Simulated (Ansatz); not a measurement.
**Zinc, beta-Sn type under r²SCAN: from relaxation to bulk modulus, part 1 of 2**

Aim: take zinc in the beta-Sn type structure, relax it, solve it on a dense k-mesh, switch on spin-orbit coupling, then scale the cell to 7 volumes from 88 to 112 % of the relaxed one and try a fit of the equation of state. The k-meshes are 13×13×9 for the relaxation; 25×25×12 for the dense run; 15×15×8 for spin-orbit coupling; 17×17×8 for the volumes.

Method: DFT r2SCAN, plane waves (500 eV) with PAW, scalar-relativistic; PAW files made under PBE, frozen cores solved again for the functional, in Ansatz 0.2.0.

## 1. The structure to begin with

Symmetry: I4_1/amd, No. 141, tetragonal system. Conventional cell: a = 4.891 Å, b = 4.891 Å, c = 2.671 Å, α = 90.00°, β = 90.00°, γ = 90.00°. Zn (site symmetry -4m2) has 6 Zn at 2.54 to 2.67 Å as nearest neighbours.

As a file:

```cif
data_structure
_symmetry_space_group_name_H-M 'I4_1/amd:1'
_symmetry_Int_Tables_number 141
_cell_length_a 4.8910
_cell_length_b 4.8910
_cell_length_c 2.6705
_cell_angle_alpha 90.000
_cell_angle_beta 90.000
_cell_angle_gamma 90.000
_cell_volume 63.88
loop_
_atom_site_label
_atom_site_type_symbol
_atom_site_symmetry_multiplicity
_atom_site_Wyckoff_symbol
_atom_site_fract_x
_atom_site_fract_y
_atom_site_fract_z
_atom_site_occupancy
Zn1 Zn 4 a 0.00000 0.00000 0.00000 1
```

## 2. Relaxing cell and atoms

File input.yaml:

```yaml
crystal:
  lattice:
    - [-2.4455159034, 2.4455159034, 1.3352516833]
    - [2.4455159034, -2.4455159034, 1.3352516833]
    - [2.4455159034, 2.4455159034, -1.3352516833]
  atoms:
    - { symbol: Zn, position: [0.0, 0.0, 0.0] }
    - { symbol: Zn, position: [0.75, 0.25, 0.5] }
hamiltonian:
  xc: r2scan
  pseudopotentials:
    kind: paw
    azcp:
      Zn: "pseudopotentials/Zn.paw.azcp"
basis:
  ecutwfc: 500
  fft_grid_basis: typed
kpoints:
  mp_grid: { grid: [13, 13, 9], shift: [0, 0, 0] }
magnetization:
  spin_polarized: false
scf:
  occupations: { method: fermi_dirac, width: 0.1 }
relax:
  max_steps: 60
  f_tol: 0.01
  cell: {}
```

On the command line:

```sh
$ ansatz run input.yaml --threads 1 --pin off --max-ram 3584MiB --backend cpu --events-out ev --progress --plain --runs-dir out
```

The program printed:

```text
Warning: crystal.symmetry: narrowed to the stabiliser of the k-point mesh — unitary ops 16 → 4; excluded 12 operations that carry a point of the 13×13×9 mesh (shift [0, 0, 0]) off the mesh (the run samples exactly the mesh kpoints.mp_grid names, as under crystal.symmetry.detect: false, and its converged state has the mesh's symmetry, not the crystal's; ε∞, the Born charges and the force constants of a linear response (`dielectric:` by the response, `phonons.method: dfpt`) are averaged over those of the crystal's operations that the state keeps within a tolerance, where `mesh_tensors`, `unaveraged_element` or `gamma_mean_max_change_ev_ang2` stands beside them; a row that `dielectric.field_direction` solves alone is averaged likewise, with nothing beside; a Γ-centred mesh of equal divisions is mapped onto itself by every operation and keeps the whole group, as does a half-shifted one under kpoints.further_shifts: images)
Engine: ansatz 0.2.0, x86_64-unknown-linux-gnu
Pseudopotentials: kind: paw
Pseudopotential: Zn, paw, valence charge 12, recommended cutoff 500 eV (meta_gga), <dir>
Functional definition: r2SCAN
  parameter k0 = 0.174
  parameter k1 = 0.065
  parameter a1 = 4.9479
  exchange = r2scan_x(k0 = k0, k1 = k1, a1 = a1)
  correlation = r2scan_c
Crystal: 2 atoms, lattice volume = 31.942 Å³
Basis set: ecut = 500 eV, 797 PW (Γ), exchange–correlation on 120×120×120 points (64 copies of the dense FFT grid, shifted against one another)
Bands: 16, of which v1, the nominal top of the filled ones, is band 12 counted from 1 (11 counted from 0)
Symmetry: 4 space group operations
k-points: 413 of 1521
Non-local potential: Zn, projectors of the file, l = 0: 2, l = 1: 2, l = 2: 3, l = 3: 1
PAW form: soft (Blöchl's): semilocal exchange-correlation on the pseudo side does not see the compensation charge
PAW frozen core: Zn, regenerated for the run's functional (the file was generated under x = pbe(κ = 0.804, μ = 0.2195149727645171), c = pbe(β = 0.06672455060314922))
PAW one-centre angular grid: Zn, 590 points (default); XC on 261 of its mesh's 2673 points in the sphere
Initial density: superposition of atomic densities (neutral atoms: chi_scale 0, normalization atom), corrected by the library's trained network
Initial wavefunctions: pseudopotential atomic-orbital guess
Functional: x = r2scan, c = r2scan; τ floored in thin density (d = 2e-4 eV/Å³)
SCF iter   1: F=—  HF=-6650.818978 eV  |F-HF|=—  |Δ(HF+E_count)|=         —  Δρ=2.32e-2  dr2=8.80e-2  dr2_τ=1.39e-3  ethr=1.77e-3  ⟨swp⟩=5.0  Hψ=34655  notcnv=0
preconditioner: auto → none  [metal: Δε(μ)=0.006 eV  Ē_g=13.455 eV  σ=0.100 eV  W_gap=0.02  n_scr=8 (ndim 8)  ℏωp=32.2 eV  f_vac=0.000  D(μ)=0.59/eV (n_scr^D=4)  sad-step TF]
SCF iter   2: F=—  HF=-6650.804607 eV  |F-HF|=—  |Δ(HF+E_count)|=   1.44e-2  Δρ=1.21e-3  dr2=2.70e-4  dr2_τ=3.97e-4  ethr=3.67e-4  ⟨swp⟩=2.0  Hψ=16448  notcnv=0  defer=11
SCF iter   3: F=—  HF=-6650.800689 eV  |F-HF|=—  |Δ(HF+E_count)|=   3.92e-3  Δρ=2.40e-3  dr2=1.17e-3  dr2_τ=2.83e-6  ethr=1.13e-6  ⟨swp⟩=3.3  Hψ=15975  notcnv=0  defer=11
SCF iter   4: F=—  HF=-6650.800135 eV  |F-HF|=—  |Δ(HF+E_count)|=   5.55e-4  Δρ=1.72e-4  dr2=2.87e-6  dr2_τ=1.24e-7  ethr=1.13e-6  ⟨swp⟩=2.0  Hψ=11580  notcnv=0  defer=11
SCF iter   5: F=—  HF=-6650.800157 eV  |F-HF|=—  |Δ(HF+E_count)|=   2.17e-5  Δρ=7.20e-5  dr2=8.56e-7  dr2_τ=6.38e-9  ethr=1.20e-8  ⟨swp⟩=2.4  Hψ=13022  notcnv=0  defer=11
SCF iter   6: F=—  HF=-6650.800159 eV  |F-HF|=—  |Δ(HF+E_count)|=   2.48e-6  Δρ=2.17e-5  dr2=1.29e-7  dr2_τ=6.12e-10  ethr=3.57e-9  ⟨swp⟩=2.0  Hψ=11658  notcnv=0  defer=11
SCF iter   7: F=-6650.800159 eV  HF=-6650.800159 eV  |F-HF|=3.03e-10  |Δ(HF+E_count)|=   4.52e-7  Δρ=1.31e-6  dr2=5.91e-10  dr2_τ=1.78e-11  ethr=4.17e-10  ⟨swp⟩=4.9  Hψ=26905  notcnv=0
SCF 1 converged in 7 iterations: F = -6650.800159 eV  dr2 = 5.91e-10
relax step   1: F+E_penalty+E_count = -6650.80015945 eV  Δ(F+E_penalty+E_count) = +0.000e0 eV  max|allowed force component| = 1.498e-4 eV/Å  Δτ_max = 0.0000 Å  P = +2.055 GPa  Ω = 31.942 Å³  (7 SCF iters, dr2 threshold 1.00e-7 eV, accepted)
Crystal: 2 atoms, lattice volume = 32.418 Å³
Basis set: ecut = 500 eV, 813 PW (Γ), exchange–correlation on 120×120×120 points (64 copies of the dense FFT grid, shifted against one another)
Initial density: handed on by an earlier stage of this run
Initial wavefunctions: those handed on with the density
iter 1 solved again at ethr=5.47e-6 eV; its pass at ethr=3.10e-3 eV (dr2=1.31e-3 eV) is discarded
SCF iter   1: F=—  HF=-6650.815694 eV  |F-HF|=—  |Δ(HF+E_count)|=         —  Δρ=2.07e-3  dr2=1.36e-3  dr2_τ=2.18e-3  ethr=5.47e-6  ⟨swp⟩=2.0  Hψ=50530  notcnv=0
preconditioner: auto → none  [metal: Δε(μ)=0.023 eV  Ē_g=13.115 eV  σ=0.100 eV  W_gap=0.06  n_scr=8 (ndim 8)  ℏωp=32.0 eV  f_vac=0.000  D(μ)=0.62/eV (n_scr^D=4)]
SCF iter   2: F=—  HF=-6650.824034 eV  |F-HF|=—  |Δ(HF+E_count)|=   8.34e-3  Δρ=7.55e-4  dr2=1.02e-4  dr2_τ=2.58e-6  ethr=5.47e-6  ⟨swp⟩=2.0  Hψ=11804  notcnv=0
SCF iter   3: F=—  HF=-6650.824047 eV  |F-HF|=—  |Δ(HF+E_count)|=   1.29e-5  Δρ=3.94e-4  dr2=2.93e-5  dr2_τ=5.71e-7  ethr=4.27e-7  ⟨swp⟩=2.0  Hψ=11578  notcnv=0
SCF iter   4: F=—  HF=-6650.824062 eV  |F-HF|=—  |Δ(HF+E_count)|=   1.56e-5  Δρ=1.84e-4  dr2=7.15e-6  dr2_τ=8.08e-8  ethr=1.22e-7  ⟨swp⟩=2.4  Hψ=11254  notcnv=0
SCF iter   5: F=—  HF=-6650.824073 eV  |F-HF|=—  |Δ(HF+E_count)|=   1.04e-5  Δρ=4.91e-5  dr2=7.15e-7  dr2_τ=5.78e-9  ethr=2.98e-8  ⟨swp⟩=2.0  Hψ=11538  notcnv=0
SCF iter   6: F=-6650.824073 eV  HF=-6650.824073 eV  |F-HF|=2.92e-8  |Δ(HF+E_count)|=   7.98e-7  Δρ=1.34e-5  dr2=6.98e-8  dr2_τ=2.33e-10  ethr=8.33e-10  ⟨swp⟩=5.1  Hψ=28286  notcnv=0
SCF 2 converged in 6 iterations: F = -6650.824073 eV  dr2 = 6.98e-8
relax step   2: F+E_penalty+E_count = -6650.82407342 eV  Δ(F+E_penalty+E_count) = -2.391e-2 eV  max|allowed force component| = 1.700e-5 eV/Å  Δτ_max = 0.0000 Å  P = +0.798 GPa  Ω = 32.418 Å³  energy of the carried Pulay correction = -1.301e-4 eV  (6 SCF iters, dr2 threshold 2.00e-7 eV, accepted)
Crystal: 2 atoms, lattice volume = 32.242 Å³
Basis set: ecut = 500 eV, 825 PW (Γ), exchange–correlation on 120×120×120 points (64 copies of the dense FFT grid, shifted against one another)
iter 1 solved again at ethr=3.71e-5 eV; its pass at ethr=3.10e-3 eV (dr2=8.91e-3 eV) is discarded
SCF iter   1: F=—  HF=-6650.843261 eV  |F-HF|=—  |Δ(HF+E_count)|=         —  Δρ=5.04e-3  dr2=8.76e-3  dr2_τ=1.32e-2  ethr=3.71e-5  ⟨swp⟩=2.0  Hψ=63390  notcnv=0
preconditioner: auto → none  [metal: Δε(μ)=0.016 eV  Ē_g=13.162 eV  σ=0.100 eV  W_gap=0.04  n_scr=8 (ndim 8)  ℏωp=32.0 eV  f_vac=0.000  D(μ)=0.60/eV (n_scr^D=4)]
SCF iter   2: F=—  HF=-6650.875655 eV  |F-HF|=—  |Δ(HF+E_count)|=   3.24e-2  Δρ=1.46e-3  dr2=4.52e-4  dr2_τ=1.16e-5  ethr=3.65e-5  ⟨swp⟩=2.0  Hψ=13125  notcnv=0
SCF iter   3: F=—  HF=-6650.876193 eV  |F-HF|=—  |Δ(HF+E_count)|=   5.38e-4  Δρ=7.04e-4  dr2=1.14e-4  dr2_τ=1.39e-6  ethr=1.88e-6  ⟨swp⟩=2.4  Hψ=11936  notcnv=0
SCF iter   4: F=—  HF=-6650.876330 eV  |F-HF|=—  |Δ(HF+E_count)|=   1.36e-4  Δρ=3.10e-4  dr2=1.98e-5  dr2_τ=1.90e-7  ethr=4.75e-7  ⟨swp⟩=2.0  Hψ=11840  notcnv=0
SCF iter   5: F=—  HF=-6650.876330 eV  |F-HF|=—  |Δ(HF+E_count)|=   3.21e-7  Δρ=4.84e-5  dr2=4.78e-7  dr2_τ=9.13e-9  ethr=8.27e-8  ⟨swp⟩=3.0  Hψ=15958  notcnv=0
SCF iter   6: F=—  HF=-6650.876330 eV  |F-HF|=—  |Δ(HF+E_count)|=   4.25e-8  Δρ=2.47e-5  dr2=2.15e-7  dr2_τ=1.11e-9  ethr=8.33e-10  ⟨swp⟩=6.1  Hψ=33180  notcnv=0
SCF iter   7: F=-6650.876330 eV  HF=-6650.876330 eV  |F-HF|=2.73e-9  |Δ(HF+E_count)|=   2.88e-7  Δρ=2.95e-6  dr2=2.04e-9  dr2_τ=8.74e-11  ethr=8.33e-10  ⟨swp⟩=6.0  Hψ=32456  notcnv=0
SCF 3 converged in 7 iterations: F = -6650.876330 eV  dr2 = 2.04e-9
relax step   3: F+E_penalty+E_count = -6650.87633037 eV  Δ(F+E_penalty+E_count) = -5.226e-2 eV  max|allowed force component| = 3.110e-3 eV/Å  Δτ_max = 0.0003 Å  P = +0.766 GPa  Ω = 32.242 Å³  energy of the carried Pulay correction = -8.022e-5 eV  (7 SCF iters, dr2 threshold 2.00e-7 eV, accepted)
[... from here on, the SCF cycles and remarks between the steps are left out ...]
relax step   4: F+E_penalty+E_count = -6650.87367837 eV  Δ(F+E_penalty+E_count) = +2.652e-3 eV  max|allowed force component| = 1.451e-2 eV/Å  Δτ_max = 0.0054 Å  P = +1.566 GPa  Ω = 32.282 Å³  energy of the carried Pulay correction = -8.970e-5 eV  (6 SCF iters, dr2 threshold 2.00e-7 eV, rejected (line search))
relax step   5: F+E_penalty+E_count = -6650.88413172 eV  Δ(F+E_penalty+E_count) = -7.801e-3 eV  max|allowed force component| = 4.225e-3 eV/Å  Δτ_max = 0.0055 Å  P = -0.140 GPa  Ω = 32.699 Å³  energy of the carried Pulay correction = -2.043e-4 eV  (9 SCF iters, accepted)
relax step   6: F+E_penalty+E_count = -6650.89111932 eV  Δ(F+E_penalty+E_count) = -6.988e-3 eV  max|allowed force component| = 1.769e-2 eV/Å  Δτ_max = 0.0108 Å  P = -0.147 GPa  Ω = 32.701 Å³  energy of the carried Pulay correction = -2.043e-4 eV  (7 SCF iters, dr2 threshold 2.00e-7 eV, accepted)
relax step   7: F+E_penalty+E_count = -6650.91459094 eV  Δ(F+E_penalty+E_count) = -2.347e-2 eV  max|allowed force component| = 3.925e-2 eV/Å  Δτ_max = 0.0246 Å  P = -0.285 GPa  Ω = 32.644 Å³  energy of the carried Pulay correction = -1.884e-4 eV  (8 SCF iters, dr2 threshold 2.00e-7 eV, accepted)
relax step   8: F+E_penalty+E_count = -6650.96275487 eV  Δ(F+E_penalty+E_count) = -4.816e-2 eV  max|allowed force component| = 6.520e-2 eV/Å  Δτ_max = 0.0417 Å  P = -0.227 GPa  Ω = 32.362 Å³  energy of the carried Pulay correction = -1.113e-4 eV  (10 SCF iters, dr2 threshold 2.00e-7 eV, accepted)
relax step   9: F+E_penalty+E_count = -6651.02896869 eV  Δ(F+E_penalty+E_count) = -6.621e-2 eV  max|allowed force component| = 6.804e-2 eV/Å  Δτ_max = 0.0696 Å  P = -0.582 GPa  Ω = 31.999 Å³  energy of the carried Pulay correction = -1.123e-5 eV  (10 SCF iters, dr2 threshold 2.00e-7 eV, accepted)
relax step  10: F+E_penalty+E_count = -6651.12637181 eV  Δ(F+E_penalty+E_count) = -9.740e-2 eV  max|allowed force component| = 6.256e-2 eV/Å  Δτ_max = 0.0690 Å  P = -0.833 GPa  Ω = 31.198 Å³  energy of the carried Pulay correction = +2.125e-4 eV  (7 SCF iters, dr2 threshold 2.00e-7 eV, accepted)
relax step  11: F+E_penalty+E_count = -6651.19187362 eV  Δ(F+E_penalty+E_count) = -6.550e-2 eV  max|allowed force component| = 5.008e-2 eV/Å  Δτ_max = 0.0427 Å  P = +0.385 GPa  Ω = 29.941 Å³  energy of the carried Pulay correction = +5.762e-4 eV  (7 SCF iters, dr2 threshold 2.00e-7 eV, accepted)
relax step  12: F+E_penalty+E_count = -6651.26258929 eV  Δ(F+E_penalty+E_count) = -7.072e-2 eV  max|allowed force component| = 2.335e-2 eV/Å  Δτ_max = 0.0466 Å  P = -0.836 GPa  Ω = 29.410 Å³  energy of the carried Pulay correction = +7.338e-4 eV  (6 SCF iters, dr2 threshold 2.00e-7 eV, accepted)
relax step  13: F+E_penalty+E_count = -6651.29034492 eV  Δ(F+E_penalty+E_count) = -2.776e-2 eV  max|allowed force component| = 6.543e-3 eV/Å  Δτ_max = 0.0125 Å  P = +0.882 GPa  Ω = 28.152 Å³  energy of the carried Pulay correction = +1.119e-3 eV  (6 SCF iters, dr2 threshold 2.00e-7 eV, accepted)
relax step  14: F+E_penalty+E_count = -6651.28809656 eV  Δ(F+E_penalty+E_count) = +2.248e-3 eV  max|allowed force component| = 1.790e-2 eV/Å  Δτ_max = 0.0079 Å  P = -1.496 GPa  Ω = 28.764 Å³  energy of the carried Pulay correction = +9.297e-4 eV  (6 SCF iters, dr2 threshold 2.00e-7 eV, rejected (line search))
relax step  15: F+E_penalty+E_count = -6651.29118818 eV  Δ(F+E_penalty+E_count) = -8.433e-4 eV  max|allowed force component| = 1.862e-4 eV/Å  Δτ_max = 0.0050 Å  P = -0.053 GPa  Ω = 28.399 Å³  energy of the carried Pulay correction = +1.042e-3 eV  (8 SCF iters, accepted)
relax step  16: F+E_penalty+E_count = -6651.29126003 eV  Δ(F+E_penalty+E_count) = -7.185e-5 eV  max|allowed force component| = 1.811e-3 eV/Å  Δτ_max = 0.0007 Å  P = -0.000 GPa  Ω = 28.387 Å³  energy of the carried Pulay correction = +1.046e-3 eV  (3 SCF iters, dr2 threshold 2.00e-7 eV, accepted)
relax step  17: F+E_penalty+E_count = -6651.31325749 eV  Δ(F+E_penalty+E_count) = -2.200e-2 eV  max|allowed force component| = 2.596e-3 eV/Å  Δτ_max = 0.0000 Å  P = +0.988 GPa  Ω = 28.387 Å³  stress off target by 2.97e0 GPa  SCF on the basis re-selected at this cell (its energy is not comparable with the rows above)  (7 SCF iters)
relax step  18: F+E_penalty+E_count = -6651.31756014 eV  Δ(F+E_penalty+E_count) = -4.303e-3 eV  max|allowed force component| = 1.002e-2 eV/Å  Δτ_max = 0.0019 Å  P = +0.091 GPa  Ω = 28.579 Å³  energy of the carried Pulay correction = -4.443e-5 eV  (5 SCF iters, dr2 threshold 2.00e-7 eV, accepted)
relax step  19: F+E_penalty+E_count = -6651.31837638 eV  Δ(F+E_penalty+E_count) = -8.162e-4 eV  max|allowed force component| = 3.427e-3 eV/Å  Δτ_max = 0.0165 Å  P = -0.160 GPa  Ω = 28.631 Å³  energy of the carried Pulay correction = -5.145e-5 eV  (6 SCF iters, dr2 threshold 2.00e-7 eV, accepted)
relax step  20: F+E_penalty+E_count = -6651.31850269 eV  Δ(F+E_penalty+E_count) = -1.263e-4 eV  max|allowed force component| = 1.437e-3 eV/Å  Δτ_max = 0.0021 Å  P = +0.010 GPa  Ω = 28.562 Å³  energy of the carried Pulay correction = -3.016e-5 eV  (4 SCF iters, dr2 threshold 2.00e-7 eV, accepted)
Basis set: ecut = 500 eV, 731 PW (Γ), exchange–correlation on 96×96×160 points (64 copies of the dense FFT grid, shifted against one another)
iter 1 solved again at ethr=2.09e-9 eV; its pass at ethr=3.10e-3 eV (dr2=5.02e-7 eV) is discarded
SCF iter   1: F=—  HF=-6651.318503 eV  |F-HF|=—  |Δ(HF+E_count)|=         —  Δρ=1.84e-4  dr2=3.31e-7  dr2_τ=1.56e-7  ethr=2.09e-9  ⟨swp⟩=4.1  Hψ=57440  notcnv=0
preconditioner: auto → none  [metal: Δε(μ)=0.076 eV  Ē_g=13.894 eV  σ=0.100 eV  W_gap=0.19  n_scr=4 (ndim 8)  ℏωp=34.0 eV  f_vac=0.000  D(μ)=0.33/eV (n_scr^D=0)]
SCF iter   2: F=—  HF=-6651.318547 eV  |F-HF|=—  |Δ(HF+E_count)|=   4.37e-5  Δρ=9.20e-5  dr2=8.04e-8  dr2_τ=2.66e-7  ethr=1.38e-9  ⟨swp⟩=2.2  Hψ=11501  notcnv=0
SCF iter   3: F=—  HF=-6651.318562 eV  |F-HF|=—  |Δ(HF+E_count)|=   1.51e-5  Δρ=4.40e-6  dr2=2.75e-9  dr2_τ=3.82e-11  ethr=3.35e-10  ⟨swp⟩=2.0  Hψ=11676  notcnv=0
SCF iter   4: F=—  HF=-6651.318562 eV  |F-HF|=—  |Δ(HF+E_count)|=  5.27e-10  Δρ=1.30e-6  dr2=1.49e-10  dr2_τ=1.57e-11  ethr=1.15e-11  ⟨swp⟩=2.0  Hψ=11452  notcnv=0
SCF iter   5: F=-6651.318562 eV  HF=-6651.318562 eV  |F-HF|=9.82e-11  |Δ(HF+E_count)|=  8.21e-10  Δρ=3.45e-7  dr2=8.97e-12  dr2_τ=2.62e-12  ethr=1.00e-12  ⟨swp⟩=6.3  Hψ=34106  notcnv=0
SCF 21 converged in 5 iterations: F = -6651.318562 eV  dr2 = 8.97e-12
relax step  21: F+E_penalty+E_count = -6651.31856228 eV  Δ(F+E_penalty+E_count) = -5.959e-5 eV  max|allowed force component| = 1.475e-3 eV/Å  Δτ_max = 0.0000 Å  P = +0.013 GPa  Ω = 28.562 Å³  stress off target by 4.31e-2 GPa  SCF on the basis re-selected at this cell (its energy is not comparable with the rows above)  (5 SCF iters)
basis re-selected at this cell: Δ(F+E_penalty+E_count) = -5.959e-5 eV, ΔP = +0.003 GPa vs the last step (what re-selecting the basis moved, of the pressure what is left beyond the Pulay correction that the steps carried, after the strain that the cell walked since its last selection, with what the two solves' SCF thresholds leave and, on support functions, any second-order correction that the steps lacked; it is no measure of the basis error at this ecutwfc). The dense FFT grid was sized anew with the basis: this SCF ran on 24×24×40 points, the steps before it on 24×24×36, so part of this shift can come from that change (see relax.cell in the input reference). This SCF's stress stands 4.31e-2 GPa from its target on what of the cell is left free (relax.cell.stress_tol is 5.00e-2 GPa) and its largest allowed force component is 1.47e-3 eV/Å (relax.f_tol is 1.00e-2 eV/Å): within both
SCF converged after 5 iterations
Free energy (F): -6651.318562 eV
Harris-Foulkes:  -6651.318562 eV  (|F-HF|=9.82e-11)
Internal energy: -6651.307174 eV  (E = F + TS)
E sigma→0 (E₀):  -6651.312868 eV
Entropy (-TS):   -0.011388 eV (-5.694 meV/atom)
Fermi energy:    12.073906 eV
--- Per-component energies (eV) ---
  E_band       = 106.766677
  E_kinetic    = 261.679324
  E_local      = -2996.916710  (includes V_loc(G=0)·N_el)
  E_nonlocal   = 1227.082541
  E_hartree    = 1262.821330
  E_xc         = -249.652169
  E_vxc        = -110.300249  (∫ρ·V_xc dr)
  E_paw        = -3691.886006  (= ΣΔE_a)
  E_vpaw       = -806.863190  (= ΣTr[D̂ρ^β])
  E_aug_tail   = -0.000111  (compensation charges beyond the density's cutoff)
  E_vtau       = 6.442307  (kinetic-family band-sum trace: ∫τ·v_τ [+ j·A + Jᵃ·Aᵃ] dr)
  E_ewald      = -2464.070135
  E_core_change = -0.365237  (= ΣΔE_core)
  E_smearing   = -0.011388  (= −TS)
  E_closure    = 0.000000  (closes the sum)
  Σ components = -6651.318562   (vs F -6651.318562, Δ=0.00e0)
--- Forces (eV/Å), atoms counted from 1 ---
  atom   1  Zn    -0.00147452     0.00147452    -0.00000000
  atom   2  Zn     0.00147452    -0.00147452     0.00000000
  max |Σ_I F_I| component: 0.00e0 eV/Å
--- Stress (GPa, compression-positive) ---
        0.037142      -0.003880       0.017427
       -0.003880       0.037142       0.017427
        0.017427       0.017427      -0.035104
  P = ⅓ Tr σ = 0.0131 GPa (0.131 kbar)
--- Relaxed structure (19 steps of the walk, 17 accepted, 2 SCFs on fresh bases) ---
  F+E_penalty+E_count = -6651.31856228 eV   max|allowed force component| = 1.475e-3 eV/Å   (the final SCF, on the basis selected at the relaxed cell)
  cell:  # Å, volume = 28.5619 Å³
    - [-1.9438794994528708, 1.6264480960601555, 1.3053193044360076]
    - [1.6264480960601555, -1.9438794994528708, 1.3053193044360076]
    - [3.2937101823659485, 3.2937101823659485, -1.8866955011069784]
  atoms:
    - { symbol: Zn, position: [-0.05030036986934164, 0.05030036986934164, 1.8249544216216706e-33] }
    - { symbol: Zn, position: [0.8003003698693416, 0.1996996301306585, 0.5] }
```

It took 13 min on 1 thread of Intel Xeon Platinum 8259CL at 2.50GHz (Skylake/Cascade Lake), shared host; peak memory 0.83 GiB.

The walk, from the log:

```csv
step,energy change (meV/atom),largest force (eV/Å),pressure (GPa),volume (Å³/atom),accepted
1,0.00,0.0001,2.05,15.971,yes
2,-11.96,0.0000,0.80,16.209,yes
3,-38.09,0.0031,0.77,16.121,yes
4,-36.76,0.0145,1.57,16.141,no
5,-41.99,0.0042,-0.14,16.350,yes
6,-45.48,0.0177,-0.15,16.350,yes
7,-57.22,0.0393,-0.28,16.322,yes
8,-81.30,0.0652,-0.23,16.181,yes
9,-114.40,0.0680,-0.58,15.999,yes
10,-163.11,0.0626,-0.83,15.599,yes
11,-195.86,0.0501,0.39,14.971,yes
12,-231.21,0.0234,-0.84,14.705,yes
13,-245.09,0.0065,0.88,14.076,yes
14,-243.97,0.0179,-1.50,14.382,no
15,-245.51,0.0002,-0.05,14.200,yes
16,-245.55,0.0018,0.00,14.193,yes
17,-256.55,0.0026,0.99,14.193,yes
18,-258.70,0.0100,0.09,14.289,yes
19,-259.11,0.0034,-0.16,14.316,yes
20,-259.17,0.0014,0.01,14.281,yes
21,-259.20,0.0015,0.01,14.281,yes
```

Steps that repeat a cell are solved on a basis chosen anew, so their changes of energy are no gain of the relaxation.

Changes in the cell that was computed:

|  | before | after | change |
| --- | --- | --- | --- |
| a (Å) | 3.707 | 2.851 | -23.1 % |
| b (Å) | 3.707 | 2.851 | -23.1 % |
| c (Å) | 3.707 | 5.026 | +35.6 % |
| α (°) | 97.45 | 104.17 | +6.9 % |
| β (°) | 97.45 | 104.17 | +6.9 % |
| γ (°) | 137.78 | 124.63 | -9.5 % |
| volume (Å³/atom) | 15.971 | 14.281 | -10.6 % |
| shortest distance (Å) | 2.535 | 2.624 | +3.5 % |
| space group (spins left aside) | I4_1/amd | Cmcm | changed |

(Continued in part 2 of 2.)
